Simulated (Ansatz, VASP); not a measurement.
# BeS: VASP beside Ansatz

Contents of INCAR:

```
PREC = Accurate ; ENCUT = 520
EDIFF = 1E-6 ; ISMEAR = 0
SIGMA = 0.02 ; LREAL = F
LASPH = T ; NELM = 80
ALGO = Fast ; ISIF = 2
LWAVE = F ; LCHARG = F
GGA = PE ; NBANDS = 11
```

Contents of KPOINTS:

```
Automatic mesh
0
Gamma
  8 8 8
```

The input POSCAR:

```
BeS
1.0
    0.0000000000      2.5166152292      2.5166152292
    2.5166152292      0.0000000000      2.5166152292
    2.5166152292      2.5166152292      0.0000000000
Be S
1 1
Direct
    0.0000000000      0.0000000000      0.0000000000
    0.2500000000      0.2500000000      0.2500000000
```

Input for Ansatz:

```yaml
crystal:
  lattice:
    - [0.0, 2.5166152292, 2.5166152292]
    - [2.5166152292, 0.0, 2.5166152292]
    - [2.5166152292, 2.5166152292, 0.0]
  atoms:
    - { symbol: Be, position: [0.0, 0.0, 0.0] }
    - { symbol: S, position: [0.25, 0.25, 0.25] }
basis:
  ecutwfc: 420
kpoints:
  mp_grid: { grid: [8, 8, 8] }
hamiltonian:
  xc: pbe
scf:
  occupations: { method: gaussian, width: 0.02 }
output:
  forces: true
  stress: true
  eigenvalues: true
```

Alike in both runs: task single point; functional PBE; k mesh 8 × 8 × 8; occupations gaussian, width 0.02 eV; no spin polarisation.

|  | VASP | Ansatz |
| --- | --- | --- |
| version | VASP 6.6.1 | Ansatz 0.2.0 |
| potentials or method | VASP PAW PBE potentials, release 64 (Be, S) | scalar-relativistic, plane waves, PAW |
| plane-wave cutoff (eV) | 520 | 420 |
| valence electrons in the cell | 8 | 8 |

|  | VASP | Ansatz | Ansatz less VASP |
| --- | --- | --- | --- |
| gap on the k mesh at the Fermi level (eV) | 3.33 | 3.33 | -0.002 |
| least direct gap on the mesh (eV) | 4.98 | 4.98 | +0.001 |
| pressure (GPa) | -7.4 | -7.4 | -0.01 |

The functional is the same, so the differences come from potentials, cutoffs and numerics.

A k mesh can miss the band edges.
